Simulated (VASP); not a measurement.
Wanted: the native input for a VASP 6.6.1 run.

| Item | Value |
| --- | --- |
| Task | relaxation of cell and atoms |
| Functional | SCAN |
| Potentials or basis | VASP PAW PBE potentials, release 64 (Si) |
| Cutoff | 600 eV |
| k mesh | 8 × 8 × 8 |
| Occupations | fermi-dirac, width 0.05 eV |
| Spin | no spin polarisation |
| Further INCAR settings | ALGO = Normal; EDIFF = 1e-06; IBRION = 2; EDIFFG = -0.005; NSW = 40; ISIF = 3 |

The structure of Si lies in POSCAR:

```
Si
1.0
    0.0000000000      2.7218511865      2.7218511865
    2.7218511865      0.0000000000      2.7218511865
    2.7218511865      2.7218511865      0.0000000000
Si
2
Direct
    0.5000000000      0.5000000000      0.5000000000
    0.7500000000      0.7500000000      0.7500000000
```

The input as run:

INCAR

```
SYSTEM = Si
PREC = Accurate
ENCUT = 600
EDIFF = 1E-6
ISMEAR = -1
SIGMA = 0.05
LREAL = .FALSE.
LASPH = .TRUE.
NELM = 80
ALGO = Normal
ISIF = 3
LWAVE = .FALSE.
LCHARG = .FALSE.
METAGGA = SCAN
LMIXTAU = .TRUE.
IBRION = 2
NSW = 40
EDIFFG = -0.005
```

KPOINTS

```
regular mesh
0
G
  8 8 8
  0 0 0
```

Potentials or basis: VASP PAW PBE potentials, release 64 (Si).

The run is started by

```bash
$ cat potpaw_PBE.64/Si/POTCAR > POTCAR
$ mpirun -np 1 vasp_std > vasp.out
```

Results of the run:

- Relaxed volume: 19.99 Å³/atom
- Relaxed cell: a = 3.838 Å, b = 3.838 Å, c = 3.838 Å, α = 60.00°, β = 60.00°, γ = 60.00°
- Space group after relaxing (to 0.05 Å): Fd-3m (No. 227)
- Energy gained by relaxing: 0.5 meV/atom
- Ionic steps: 3
- Pressure after relaxing: 0.0 GPa
- Band gap on the k mesh: 0.87 eV, indirect (least direct gap 2.87 eV)

Caveat: the PAW data sets were made with another functional, which shifts forces and pressure a little.

Run time: 110 s on 1 thread of Intel(R) Xeon(R) Platinum 8259CL CPU @ 2.50GHz (Skylake/Cascade Lake), on a shared host, peak memory 0.18 GiB.
